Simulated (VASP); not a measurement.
# CdF2 (Fm-3m) in VASP: a series of runs

The runs below take CdF2 through single point, with PBE, PBEsol.

All numbers are computed with VASP 6.6.1; they aren't measurements. Logs are shortened: lines on timing, memory, paths and dates and some standing lists are left out, and cuts for length are marked.

### 1 Starting point

It takes space group Fm-3m (No. 225, cubic). Conventional cell: a = 5.388 Å, b = 5.388 Å, c = 5.388 Å, α = 90.00°, β = 90.00°, γ = 90.00°. Cd (site symmetry m-3m) is surrounded by 8 F at 2.33 Å. F (site symmetry -43m) has 4 Cd at 2.33 Å as nearest neighbours.

### 2 Single point, PBE

File INCAR:

```
SYSTEM = CdF2
  ALGO = Normal
  EDIFF = 1E-6
  ENCUT = 520
  GGA = PE
  ISIF = 2
  ISMEAR = -1
  LASPH = .TRUE.
  LCHARG = .TRUE.
  LELF = .TRUE.
  LREAL = .FALSE.
  LVHAR = .TRUE.
  LWAVE = .FALSE.
  NBANDS = 20
  NELM = 100
  PREC = Accurate
  SIGMA = 0.02
```

File KPOINTS:

```
k-points
0
G
  8 8 8
  0 0 0
```

File POSCAR:

```
CdF2
1.0
    0.0000000000      2.6940000000      2.6940000000
    2.6940000000      0.0000000000      2.6940000000
    2.6940000000      2.6940000000      0.0000000000
Cd F
1 2
Direct
    0.0000000000      0.0000000000      0.0000000000
    0.2500000000      0.2500000000      0.2500000000
    0.7500000000      0.7500000000      0.7500000000
```

Potentials or basis: VASP PAW PBE potentials, release 64 (Cd, F).

On the command line:

```
cat potpaw_PBE.64/Cd/POTCAR potpaw_PBE.64/F/POTCAR > POTCAR
mpirun -np 1 vasp_std > vasp.out
```

OUTCAR:

```text
SYSTEM = CdF2
   EDIFF = 1E-6
   ENCUT = 520
   GGA = PE
   ISIF = 2
   ISMEAR = -1
   LASPH = .TRUE.
   LREAL = .FALSE.
   NELM = 100
   PREC = Accurate

 ion  position               nearest neighbor table
   1  0.000  0.000  0.000-   3 2.33   3 2.33   3 2.33   2 2.33   3 2.33   2 2.33   2 2.33   2 2.33

   2  0.250  0.250  0.250-   1 2.33   1 2.33   1 2.33   1 2.33
   3  0.750  0.750  0.750-   1 2.33   1 2.33   1 2.33   1 2.33

  LATTYP: Found a face centered cubic cell.
 ALAT       =     5.3880000000

  Lattice vectors:

 A1 = (   0.0000000000,   2.6940000000,   2.6940000000)
 A2 = (   2.6940000000,   0.0000000000,   2.6940000000)
 A3 = (   2.6940000000,   2.6940000000,   0.0000000000)

Analysis of symmetry for initial positions (statically):
=====================================================================
 Subroutine PRICEL returns:
 Original cell was already a primitive cell.

 Routine SETGRP: Setting up the symmetry group for a
 face centered cubic supercell.

 Subroutine GETGRP returns: Found 48 space group operations
 (whereof 48 operations were pure point group operations)
 out of a pool of 48 trial point group operations.

The static configuration has the point symmetry O_h .

Analysis of symmetry for dynamics (positions and initial velocities):
=====================================================================
 Subroutine PRICEL returns:
 Original cell was already a primitive cell.

 Routine SETGRP: Setting up the symmetry group for a
 face centered cubic supercell.

 Subroutine GETGRP returns: Found 48 space group operations
 (whereof 48 operations were pure point group operations)
 out of a pool of 48 trial point group operations.

The dynamic configuration has the point symmetry O_h .

 Subroutine INISYM returns: Found 48 space group operations
 (whereof 48 operations are pure point group operations),
 and found     1 'primitive' translations

----------------------------------------------------------------------------------------

                                     Primitive cell

  volume of cell :      39.1041

  direct lattice vectors                    reciprocal lattice vectors
     0.000000000  2.694000000  2.694000000    -0.185597624  0.185597624  0.185597624
     2.694000000  0.000000000  2.694000000     0.185597624 -0.185597624  0.185597624
     2.694000000  2.694000000  0.000000000     0.185597624  0.185597624 -0.185597624

  length of vectors
     3.809891337  3.809891337  3.809891337     0.321464515  0.321464515  0.321464515

  position of ions in fractional coordinates (direct lattice)
     0.000000000  0.000000000  0.000000000
     0.250000000  0.250000000  0.250000000
     0.750000000  0.750000000  0.750000000

  ion indices of the primitive-cell ions
   primitive index   ion index
                 1           1
                 2           2
                 3           3

----------------------------------------------------------------------------------------

 KPOINTS: k-points

Automatic generation of k-mesh.
 Grid dimensions read from file:
 generate k-points for:    8    8    8

 Generating k-lattice:

  Cartesian coordinates                     Fractional coordinates (reciprocal lattice)
    -0.023199703  0.023199703  0.023199703     0.125000000  0.000000000  0.000000000
     0.023199703 -0.023199703  0.023199703     0.000000000  0.125000000  0.000000000
     0.023199703  0.023199703 -0.023199703     0.000000000  0.000000000  0.125000000

  Length of vectors
     0.040183064  0.040183064  0.040183064

  Shift w.r.t. Gamma in fractional coordinates (k-lattice)
     0.000000000  0.000000000  0.000000000

 Subroutine IBZKPT returns following result:
 ===========================================

 Found     29 irreducible k-points:

 Following reciprocal coordinates:
            Coordinates               Weight
  0.000000  0.000000  0.000000      1.000000
  0.125000  0.000000  0.000000      8.000000
  0.250000  0.000000  0.000000      8.000000
  0.375000  0.000000  0.000000      8.000000
  0.500000  0.000000  0.000000      4.000000
  0.125000  0.125000  0.000000      6.000000
[... 16 lines left out ...]
  0.500000  0.250000  0.125000     48.000000
 -0.375000  0.250000  0.125000     24.000000
 [... further k-points ...]
   k-points           NKPTS =     29   k-points in BZ     NKDIM =     29   number of bands    NBANDS=     20
   number of dos      NEDOS =    301   number of ions     NIONS =      3
   total plane-waves  NPLWV =  21952
   dimension x,y,z NGX =    28 NGY =   28 NGZ =   28
   dimension x,y,z NGXF=    56 NGYF=   56 NGZF=   56
   ions per type =               1   2
   NGX,Y,Z   is equivalent  to a cutoff of  12.22, 12.22, 12.22 a.u.
   NGXF,Y,Z  is equivalent  to a cutoff of  24.44, 24.44, 24.44 a.u.
 SYSTEM =  CdF2
   PREC   = accura    normal or accurate (medium, high low for compatibility)
   ISTART =      0    job   : 0-new  1-cont  2-samecut
   ICHARG =      2    charge: 1-file 2-atom 10-const
   ISPIN  =      1    spin polarized calculation?
   LNONCOLLINEAR =      F non collinear calculations
   LSORBIT =      F    spin-orbit coupling
   LASPH  =      T    aspherical Exc in radial PAW
   ENCUT  =  520.0 eV  38.22 Ry    6.18 a.u.   7.08  7.08  7.08*2*pi/ulx,y,z
   NELM   =    100;   NELMIN=  2; NELMDL= -5     # of ELM steps
   EDIFF  = 0.1E-05   stopping-criterion for ELM
   LREAL  =      F    real-space projection
   EDIFFG = 0.1E-04   stopping-criterion for IOM
   NSW    =      0    number of steps for IOM
   IBRION =     -1    ionic relax: 0-MD 1-quasi-New 2-CG
   NFREE  =      0    steps in history (QN), initial steepest desc. (CG)
   ISIF   =      2    stress and relaxation
   ISYM   =      2    0-nonsym 1-usesym 2-fastsym
   POTIM  = 0.5000    time-step for ionic-motion
   TEBEG  =    0.0;   TEEND  =   0.0 temperature during run
   PSTRESS=    0.0 pullay stress
   NELECT =      26.0000    total number of electrons
   NUPDOWN=      -1.0000    fix difference up-down
   EMIN   =  10.00;   EMAX   =-10.00  energy-range for DOS
   EFERMI =   0.00;   METHOD = LEGACY
   ISMEAR =    -1;   SIGMA  =   0.02  broadening in eV -4-tet -1-fermi 0-gaus
   EFERMI_NEDOS =   21; number of points for ismear=-14 and -15
   IALGO  =     38    algorithm
   IMIX   =      4    mixing-type and parameters
     AMIX     =   0.40;   BMIX     =  1.00
     AMIX_MAG =   1.60;   BMIX_MAG =  1.00
  volume/ion in A,a.u.               =      13.03        87.96
  Fermi-wavevector in a.u.,A,eV,Ry     =   1.428867  2.700166 27.778468  2.041660
  Thomas-Fermi vector in A             =   2.548882
   LORBIT       =      0    0 simple, 1 ext, 2 COOP (PROOUT), +10 PAW based schemes
   GGA     = PE    functional components
   LHFCALC =     F    Hartree Fock is set to
   AEXX    =    0.0000 exact exchange contribution
   IVDW    =     0    specifies the selected vdW correction
   LEPSILON=     F    determine dielectric tensor
   LRPA    =     F    only Hartree local field effects (RPA)
 non-spin polarized calculation
  energy-cutoff  :      520.00
  volume of cell :       39.10
 maximum number of plane-waves:      1067
   NGX = 15   NGY = 15   NGZ = 15

 number of electron      25.9999990 magnetization

 Free energy of the ion-electron system (eV)
  ---------------------------------------------------
  ext. energy  EPLUGINS =         0.00000000
  ---------------------------------------------------
  free energy    TOTEN  =       -10.85937006 eV

  energy without entropy =      -10.85937006  energy(sigma->0) =      -10.85937006

 E-fermi :  -0.8753     XC(G=0): -10.4121

 val. band max:       -1.3115484771   @ k =  -0.2500   0.5000   0.2500
 cond. band min:       1.7564575808   @ k =   0.0000   0.0000   0.0000
 fundamental gap:      3.0680060579
 Fermi energy:        -0.8752541670

 k-point     1 :       0.0000    0.0000    0.0000
  band No.  band energies     occupation
      1     -22.1168      2.00000
      2     -21.0120      2.00000
      3      -6.9269      2.00000
      4      -6.9269      2.00000
      5      -6.9269      2.00000
      6      -5.7193      2.00000
[... 12 lines left out ...]
     19      18.5864      0.00000
     20      18.5864      0.00000

 k-point     2 :       0.1250    0.0000    0.0000
  band No.  band energies     occupation
      1     -22.0668      2.00000
      2     -21.0555      2.00000
      3      -6.8679      2.00000
      4      -6.8679      2.00000
      5      -6.7611      2.00000
      6      -5.7371      2.00000
[... 12 lines left out ...]
     19      18.1867      0.00000
     20      18.1867      0.00000

 k-point     3 :       0.2500    0.0000    0.0000
  band No.  band energies     occupation
      1     -21.9325      2.00000
      2     -21.1758      2.00000
      3      -6.7321      2.00000
      4      -6.7321      2.00000
      5      -6.3161      2.00000
      6      -5.7517      2.00000
[... 12 lines left out ...]
     19      17.5202      0.00000
     20      18.2706      0.00000

 k-point     4 :       0.3750    0.0000    0.0000
  band No.  band energies     occupation
      1     -21.7469      2.00000
      2     -21.3435      2.00000
      3      -6.6206      2.00000
      4      -6.6206      2.00000
      5      -5.7591      2.00000
      6      -5.7000      2.00000
[... 12 lines left out ...]
     19      17.0445      0.00000
     20      17.7973      0.00000

 k-point     5 :       0.5000    0.0000    0.0000
  band No.  band energies     occupation
      1     -21.5784      2.00000
      2     -21.5039      2.00000
      3      -6.5870      2.00000
      4      -6.5870      2.00000
      5      -5.6484      2.00000
      6      -5.6484      2.00000
[... 12 lines left out ...]
     19      16.8751      0.00000
     20      17.4475      0.00000

 k-point     6 :       0.1250    0.1250    0.0000
  band No.  band energies     occupation
      1     -22.0519      2.00000
      2     -21.0681      2.00000
      3      -6.8397      2.00000
      4      -6.8397      2.00000
      5      -6.7179      2.00000
      6      -5.7997      2.00000
[... 12 lines left out ...]
     19      18.3345      0.00000
     20      18.7363      0.00000

 k-point     7 :       0.2500    0.1250    0.0000
  band No.  band energies     occupation
      1     -21.9492      2.00000
      2     -21.1578      2.00000
      3      -6.7153      2.00000
      4      -6.7143      2.00000
      5      -6.3821      2.00000
      6      -5.8832      2.00000
[... 12 lines left out ...]
     19      18.4960      0.00000
     20      19.5463      0.00000
[... 277 lines left out ...]
 k-point    20 :      -0.3750    0.3750    0.0000
  band No.  band energies     occupation
      1     -21.5721      2.00000
      2     -21.4695      2.00000
      3      -6.5089      2.00000
      4      -6.0922      2.00000
      5      -5.8001      2.00000
      6      -5.7783      2.00000
[... 12 lines left out ...]
     19      19.1933      0.00000
     20      19.6966      0.00000

 k-point    21 :       0.5000    0.5000    0.0000
  band No.  band energies     occupation
      1     -21.6479      2.00000
      2     -21.3844      2.00000
      3      -6.7142      2.00000
      4      -5.9696      2.00000
      5      -5.9696      2.00000
      6      -5.6036      2.00000
[... 12 lines left out ...]
     19      18.1431      0.00000
     20      20.1273      0.00000

 k-point    22 :       0.3750    0.2500    0.1250
  band No.  band energies     occupation
      1     -21.8384      2.00000
      2     -21.2509      2.00000
      3      -6.5927      2.00000
      4      -6.5519      2.00000
      5      -6.0486      2.00000
      6      -5.9866      2.00000
[... 12 lines left out ...]
     19      18.1626      0.00000
     20      20.5368      0.00000

 k-point    23 :       0.5000    0.2500    0.1250
  band No.  band energies     occupation
      1     -21.6891      2.00000
      2     -21.3804      2.00000
      3      -6.5019      2.00000
      4      -6.4009      2.00000
      5      -5.9518      2.00000
      6      -5.7130      2.00000
[... 12 lines left out ...]
     19      17.6164      0.00000
     20      20.5774      0.00000

 k-point    24 :      -0.3750    0.2500    0.1250
  band No.  band energies     occupation
      1     -21.5489      2.00000
      2     -21.5116      2.00000
      3      -6.4721      2.00000
      4      -6.3622      2.00000
      5      -5.7758      2.00000
      6      -5.7530      2.00000
[... 12 lines left out ...]
     19      17.4033      0.00000
     20      20.9786      0.00000

 [... further k-points ...]

------------------------ aborting loop because EDIFF is reached ----------------------------------------

  FORCE on cell =-STRESS in cart. coord.  units (eV):
  Direction    XX          YY          ZZ          XY          YZ          ZX
  --------------------------------------------------------------------------------------
  -------------------------------------------------------------------------------------
  Total        1.5146905      1.5146905      1.5146905     -0.0000000      0.0000000     -0.0000000
  in kB       62.0599919     62.0599919     62.0599919     -0.0000000      0.0000000     -0.0000000
  external PRESSURE =      62.0599919 kB  Pullay stress =       0.0000000 kB

 VOLUME and BASIS-vectors are now :
 -----------------------------------------------------------------------------
  energy-cutoff  :      520.00
  volume of cell :       39.10
      direct lattice vectors                 reciprocal lattice vectors
     0.000000000  2.694000000  2.694000000    -0.185597624  0.185597624  0.185597624
     2.694000000  0.000000000  2.694000000     0.185597624 -0.185597624  0.185597624
     2.694000000  2.694000000  0.000000000     0.185597624  0.185597624 -0.185597624

 POSITION                                       TOTAL-FORCE (eV/Angst)
 -----------------------------------------------------------------------------------
      0.00000      0.00000      0.00000         0.000000     -0.000000     -0.000000
      1.34700      1.34700      1.34700        -0.000000     -0.000000     -0.000000
      4.04100      4.04100      4.04100         0.000000      0.000000      0.000000
 -----------------------------------------------------------------------------------
    total drift:                                0.000000      0.000000      0.000000

  FREE ENERGIE OF THE ION-ELECTRON SYSTEM (eV)
  ---------------------------------------------------
  free  energy   TOTEN  =       -10.8593700608 eV

  energy  without entropy=      -10.8593700607  energy(sigma->0) =      -10.85937006
```

Wall time 28 s (1 thread of Intel Xeon Platinum 8375C at 2.90GHz (Ice Lake), shared host); peak memory 0.16 GiB.

What came out:

```yaml
Free_energy: -10.8594 eV
Pressure: 6.2 GPa
Band_gap_on_the_k_mesh: 3.07 eV, indirect (least direct gap 3.57 eV)
```

Levels at points of the mesh, in eV from the valence-band top:
| k point | band 10 | band 11 | band 12 | band 13 | band 14 | band 15 | band 16 | band 17 |
| --- | --- | --- | --- | --- | --- | --- | --- | --- |
| (0.00, 0.00, 0.00) | -0.97 | -0.50 | -0.50 | -0.50 | 3.07 | 12.70 | 12.70 | 12.70 |
| (0.50, 0.00, 0.00) | -1.84 | -1.84 | -0.40 | -0.40 | 7.17 | 9.16 | 14.50 | 14.50 |
| (0.50, 0.50, 0.00) | -2.96 | -0.50 | -0.09 | -0.09 | 8.00 | 9.65 | 11.92 | 14.29 |

### 3 Single point, PBEsol

File INCAR:

```
SYSTEM = CdF2
  PREC = Accurate
  ENCUT = 520
  EDIFF = 1E-6
  ISMEAR = -1
  SIGMA = 0.02
  LREAL = .False.
  LASPH = .True.
  NELM = 100
  ALGO = Normal
  ISIF = 2
  LWAVE = .False.
  LCHARG = .True.
  GGA = PS
  LELF = .True.
  LVHAR = .True.
  NBANDS = 20
```

File KPOINTS:

```
regular mesh
0
Gamma
  8 8 8
  0 0 0
```

POSCAR is that of step 2.

Potentials or basis: VASP PAW PBE potentials, release 64 (Cd, F).

On the command line:

```
cat potpaw_PBE.64/Cd/POTCAR potpaw_PBE.64/F/POTCAR > POTCAR
mpirun -np 1 vasp_std > vasp.out
```

Run time: 25 s. Hardware: 1 thread of Intel Xeon Platinum 8375C at 2.90GHz (Ice Lake), shared host; peak memory 0.16 GiB.

It converged, with:

| Item | Value |
| --- | --- |
| Free energy | -11.5931 eV |
| Pressure | 0.5 GPa |
| Band gap on the k mesh | 2.90 eV, indirect (least direct gap 3.39 eV) |

Levels at points of the mesh, in eV from the valence-band top:
```tsv
k point	band 9	band 10	band 11	band 12	band 13	band 14	band 15	band 16	band 17	band 18
(0.00, 0.00, 0.00)	-0.99	-0.99	-0.49	-0.49	-0.49	2.90	12.50	12.50	12.50	17.39
(0.50, 0.00, 0.00)	-2.33	-1.88	-1.88	-0.39	-0.39	7.06	8.97	14.31	14.31	17.99
(0.50, 0.50, 0.00)	-3.02	-3.02	-0.51	-0.09	-0.09	7.88	9.46	11.69	14.11	14.11
```

Caveat: the PAW data sets were made with another functional, which shifts forces and pressure a little.
